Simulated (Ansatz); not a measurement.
Geometry optimisation in Ansatz: input, command and trajectory.

```yaml
crystal:
  lattice:
    - [-3.0350881176, 3.0350881176, 5.9093295486]
    - [3.0350881176, -3.0350881176, 5.9093295486]
    - [3.0350881176, 3.0350881176, -5.9093295486]
  atoms:
    - { symbol: In, position: [0.5, 0.5, 0.0] }
    - { symbol: In, position: [0.25, 0.75, 0.5] }
    - { symbol: Ag, position: [0.0, 0.0, 0.0] }
    - { symbol: Ag, position: [0.75, 0.25, 0.5] }
    - { symbol: Se, position: [0.375, 0.3773885396, 0.5023885396] }
    - { symbol: Se, position: [0.6226114604, 0.125, -0.0023885396] }
    - { symbol: Se, position: [0.875, 0.8726114604, 0.4976114604] }
    - { symbol: Se, position: [0.1273885396, 0.625, 0.0023885396] }
basis:
  ecutwfc: 420
kpoints:
  mp_grid: { grid: [8, 8, 8] }
hamiltonian:
  xc: pbe
scf:
  occupations: { method: gaussian, width: 0.01 }
output:
  forces: true
  stress: true
  eigenvalues: true
relax:
  adjacent_minimum: "off"
  f_tol: 0.01
  max_steps: 30
  cell: { stress_tol: 0.1, fix: [volume] }
```

```bash
ansatz run input.yaml --threads 2 --pin off --max-ram 5120MiB --backend cpu --events-out ev --progress --plain --runs-dir out
```

Level of theory: DFT PBE, scalar-relativistic, plane waves, PAW (Ansatz).

The volume is held at 0.94 times that of the relaxed cell.

Of 4 frames 3 are shown, positions in Å and forces in eV/Å; the SCF threshold varies from step to step. Steps run on the plane waves of an earlier cell, with a Pulay correction in the pressure. The basis is chosen afresh for the last frame, the zero of the energies, and at times for earlier ones too; energy and pressure step there, also at an unchanged geometry.

```xyz
8
Lattice="-3.0351 3.0351 5.9093 3.0351 -3.0351 5.9093 3.0351 3.0351 -5.9093" Properties=species:S:1:pos:R:3:forces:R:3 pbc="T T T" step=1 free_energy_over_end_meV_per_atom=0.13 pressure_GPa=3.27
In    0.0000    0.0000    5.9093    0.0000    0.0000    0.0000
In    3.0351    0.0000    2.9547    0.0000    0.0000    0.0000
Ag    0.0000    0.0000    0.0000    0.0000    0.0000    0.0000
Ag    0.0000    3.0351    2.9547    0.0000    0.0000    0.0000
Se    1.5320    1.5175    1.4773   -0.0652    0.0000    0.0000
Se   -1.5175    1.5030    4.4320    0.0000    0.0652    0.0000
Se    1.5030    1.5175    7.3867    0.0652    0.0000    0.0000
Se    1.5175   -1.5030    4.4320    0.0000   -0.0652    0.0000
8
Lattice="-3.0365 3.0365 5.9039 3.0365 -3.0365 5.9039 3.0365 3.0365 -5.9039" Properties=species:S:1:pos:R:3:forces:R:3 pbc="T T T" step=2 free_energy_over_end_meV_per_atom=0.02 pressure_GPa=3.20
In    0.0000    0.0000    5.9039    0.0000    0.0000    0.0000
In    3.0365    0.0000    2.9519    0.0000    0.0000    0.0000
Ag    0.0000    0.0000    0.0000    0.0000    0.0000    0.0000
Ag    0.0000    3.0365    2.9519    0.0000    0.0000    0.0000
Se    1.5216    1.5182    1.4760    0.0275    0.0000    0.0000
Se   -1.5182    1.5149    4.4279    0.0000   -0.0275    0.0000
Se    1.5149    1.5182    7.3799   -0.0275    0.0000    0.0000
Se    1.5182   -1.5149    4.4279    0.0000    0.0275    0.0000
8
Lattice="-3.0362 3.0362 5.9050 3.0362 -3.0362 5.9050 3.0362 3.0362 -5.9050" Properties=species:S:1:pos:R:3:forces:R:3 pbc="T T T" step=4 free_energy_over_end_meV_per_atom=0.00 pressure_GPa=3.22
In    0.0000    0.0000    5.9050    0.0000    0.0000    0.0000
In    3.0362    0.0000    2.9525    0.0000    0.0000    0.0000
Ag    0.0000    0.0000    0.0000    0.0000    0.0000    0.0000
Ag    0.0000    3.0362    2.9525    0.0000    0.0000    0.0000
Se    1.5248    1.5181    1.4763    0.0000    0.0000    0.0000
Se   -1.5181    1.5114    4.4288    0.0000    0.0000    0.0000
Se    1.5114    1.5181    7.3813    0.0000    0.0000    0.0000
Se    1.5181   -1.5114    4.4288    0.0000    0.0000    0.0000
```

It took 2.8 min on 2 threads of Arm Neoverse V2 (shared host), peak memory 1 GiB.